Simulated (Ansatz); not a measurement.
# PbF2: the cost of one run

Program: Ansatz 0.2.0. Level of theory: DFT PBEsol, scalar-relativistic, plane waves, PAW. These are calculated values, not measurements.

4 further runs of the same task are left out: 2 that didn't finish, 2 set aside as unsound or not needed.

**1. Starting point**

The structure is cubic, space group Fm-3m (No. 225). The conventional cell has a = 5.899 Å, b = 5.899 Å, c = 5.899 Å, α = 90.00°, β = 90.00°, γ = 90.00°. Pb (site symmetry m-3m) has 8 F at 2.55 Å as nearest neighbours. F (site symmetry -43m) has 4 Pb at 2.55 Å as nearest neighbours.

Coordinates:

```
CELL_PARAMETERS angstrom
0.00000 2.94940 2.94940
2.94940 0.00000 2.94940
2.94940 2.94940 0.00000
ATOMIC_POSITIONS crystal
Pb 0.00000 0.00000 0.00000
F 0.25000 0.25000 0.25000
F 0.75000 0.75000 0.75000
```

It is the result of an earlier relaxation at this level (volume 17.10 Å³/atom; gap on the mesh: 4.31 eV).

**2. Tight relaxation for the response runs**

Response runs need a geometry at rest under their own mesh and occupations; hence this stricter relaxation.

File input.yaml:

```yaml
crystal:
  lattice:
    - [0.0, 2.9494033145, 2.9494033145]
    - [2.9494033145, 0.0, 2.9494033145]
    - [2.9494033145, 2.9494033145, 0.0]
  atoms:
    - { symbol: Pb, position: [0.0, 0.0, 0.0] }
    - { symbol: F, position: [0.25, 0.25, 0.25] }
    - { symbol: F, position: [0.75, 0.75, 0.75] }
basis:
  ecutwfc: 420
kpoints:
  mp_grid: { grid: [8, 8, 8] }
hamiltonian:
  xc: pbesol
scf:
  occupations: { method: fixed }
output:
  forces: true
  stress: true
  eigenvalues: true
relax:
  adjacent_minimum: "off"
  f_tol: 0.001
  max_steps: 60
  cell: { stress_tol: 0.01 }
```

Run with:

```
ansatz run input.yaml --threads 1 --pin off --max-ram 1228MiB --backend cpu --events-out ev --progress --plain --runs-dir out
```

What time and memory should one allow on 1 thread of Arm Neoverse N1, shared host?

About 12 s, with a peak of 0.32 GiB.
